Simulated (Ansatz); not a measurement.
Crystal: Os.

```
Os
1.0
     0.00000    1.94500    1.94500
     1.94500    0.00000    1.94500
     1.94500    1.94500    0.00000
Os
1
Cartesian
  0.0000 0.0000 0.0000
```

This isn't the form of Os at room conditions, which is hcp.

- Program: Ansatz 0.2.0
- Task: relaxation of cell and atoms
- Functional: PBE
- Potentials or basis: Ansatz PAW
- Cutoff: 420 eV (not typed: the program's choice for these potentials)
- k mesh: 12 × 12 × 12
- Occupations: fermi-dirac, width 0.05 eV
- Spin: no spin polarisation

At the start: volume 14.72 Å³/atom.

**Question.** Where does the relaxation end?

**Answer.** It ends after 5 steps and the volume is 14.32 Å³/atom (-2.7 %); space group Fm-3m (No. 225, to 0.05 Å).

Step by step:
```
step  energy change (eV)  largest force (eV/Å)  volume (Å³)
   1              0.0000                0.0000        14.72
   2             -0.0128                0.0000        14.36
   3             -0.0130                0.0000        14.32
   4             -0.0129                0.0000        14.32
   5             -0.0127                0.0000        14.32
```

Final structure:
```
Os
1.0
     0.00000    1.92732    1.92732
     1.92732    0.00000    1.92732
     1.92732    1.92732    0.00000
Os
1
Direct
  0.00000 0.00000 0.00000
```

Caveat: the plane-wave basis is chosen anew once the cell has moved, so the energies of steps on either side of that aren't comparable.
